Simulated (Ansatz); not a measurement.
Mo:

```
Mo
1.0
    -1.58381    1.58381    1.58381
     1.58381   -1.58381    1.58381
     1.58381    1.58381   -1.58381
Mo
1
Direct
  0.00000 0.00000 0.00000
```

Base run:

| Quantity | Value |
| --- | --- |
| Program | Ansatz 0.2.0 |
| Functional | HSE06 |
| Potentials or basis | Ansatz PAW polarizable |
| Cutoff | 420 eV |
| Density cutoff | 1680 eV |
| k mesh | 8 × 8 × 8 |
| Occupations | fermi-dirac, width 0.15 eV |
| Spin | no spin polarisation |

Its results: band gap on the k mesh none (metal or under the smearing width).

Q: The run is repeated on the same cell with these changes: functional from HSE06 to PBE0; occupations from fermi-dirac, width 0.15 eV to cold, width 0.05 eV. What comes out?

A: Band gap on the k mesh 0.98 eV.

A k mesh can miss the band edges.

Not every run made on this cell is shown here.
